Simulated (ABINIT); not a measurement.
Write the native input for ABINIT 10.8.3 (patched build) that does the following.

| Item | Value |
| --- | --- |
| Task | single point |
| Functional | revPBE |
| Potentials or basis | JTH PAW PBE v2.0 |
| Cutoff | 707 eV |
| k mesh | 8 × 8 × 8 |
| Occupations | fermi-dirac, width 0.05 eV |
| Spin | no spin polarisation |
| Fine-grid cutoff | 1306.15 eV |

Crystal: CdS.

```
CELL_PARAMETERS angstrom
0.00000 2.75324 2.75324
2.75324 0.00000 2.75324
2.75324 2.75324 0.00000
ATOMIC_POSITIONS crystal
Cd 0.00000 0.00000 0.00000
S 0.50000 0.50000 0.50000
```

Measurements of this composition are mostly on another form, of space group No. 186.

These files were run (other wordings do the same):

run.abi

```
pp_dirpath "./"
pseudos "Cd.GGA_PBE-JTH.xml, S.GGA_PBE-JTH.xml"

acell 3*1.0 Angstrom
rprim
     0.0000000000     2.7532440000     2.7532440000
     2.7532440000     0.0000000000     2.7532440000
     2.7532440000     2.7532440000     0.0000000000
ntypat 2
znucl 48 16
natom 2
typat 1 2
xred
     0.0000000000     0.0000000000     0.0000000000
     0.5000000000     0.5000000000     0.5000000000

ecut 26.0
pawecutdg 48.0
pawxcdev 0

kptopt 1
ngkpt 8 8 8
nshiftk 1
shiftk 0.0 0.0 0.0

ixc 14

nband 13
occopt 3
tsmear 0.05 eV

nstep 100
tolvrs 1.0e-9

iomode 3
prtwf 0
prtden 0
prteig 0
prtebands 0
enunit 2
```

Potentials or basis: JTH PAW PBE v2.0.

The run is started by

```sh
$ abinit run.abi > log 2>&1
```

It gave:

```json
{"Pressure": "1.2 GPa", "Band gap on the k mesh": "0.33 eV, indirect (least direct gap 1.64 eV)", "Valence electrons inside the program's atomic spheres": "Cd 10.31; S 3.56"}
```

Caveat: the PAW data sets were made with another functional, which shifts forces and pressure a little.

Run time: 39 s on 1 thread of Arm Neoverse V1, on a shared host, peak memory 0.13 GiB.
